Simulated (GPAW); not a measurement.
Crystal: Ti3Pt.

```
Pt Ti
1.0
     5.03000    0.00000    0.00000
     0.00000    5.03000    0.00000
     0.00000    0.00000    5.03000
Pt Ti
2 6
Direct
  0.50000 0.50000 0.50000
  0.00000 0.00000 0.00000
  0.00000 0.50000 0.25000
  0.00000 0.50000 0.75000
  0.50000 0.25000 0.00000
  0.75000 0.00000 0.50000
  0.50000 0.75000 0.00000
  0.25000 0.00000 0.50000
```

| Item | Value |
| --- | --- |
| Program | GPAW 26.7.0 |
| Task | relaxation of cell and atoms |
| Functional | PBEsol |
| Dispersion | D4 |
| Potentials or basis | PAW data sets generated in the run's folder for this functional |
| Cutoff | 600 eV |
| Basis | pw |
| k mesh | 5 × 5 × 5 |
| Occupations | fermi-dirac, width 0.05 eV |
| Spin | no spin polarisation |

At the start: pressure -6.5 GPa; volume 15.91 Å³/atom.

Task: Where does the relaxation end?

Result: Over 4 steps the energy falls by 10.3 meV/atom and the volume is 15.29 Å³/atom (-3.9 %); space group Pm-3n (No. 223, to 0.05 Å).

The path:
| step | energy change (eV) | largest force (eV/Å) | pressure (GPa) | volume (Å³) |
| --- | --- | --- | --- | --- |
| 1 | 0.0000 | 0.0000 | -6.50 | 127.26 |
| 2 | -0.0153 | 0.0000 | -5.98 | 126.82 |
| 3 | -0.0814 | 0.0001 | 0.30 | 122.09 |
| 4 | -0.0824 | 0.0001 | -0.01 | 122.31 |

Final structure:
```
Pt Ti
1.0
     4.96388    0.00000    0.00000
     0.00000    4.96388    0.00000
     0.00000    0.00000    4.96388
Pt Ti
2 6
Direct
  0.50000 0.50000 0.50000
  0.00000 0.00000 0.00000
  0.00000 0.50000 0.25000
  0.00000 0.50000 0.75000
  0.50000 0.25000 0.00000
  0.75000 0.00000 0.50000
  0.50000 0.75000 0.00000
  0.25000 0.00000 0.50000
```

Caveat: later steps reuse the first step's grids; pairwise dispersion overbinds metals, which lowers pressure and volume.
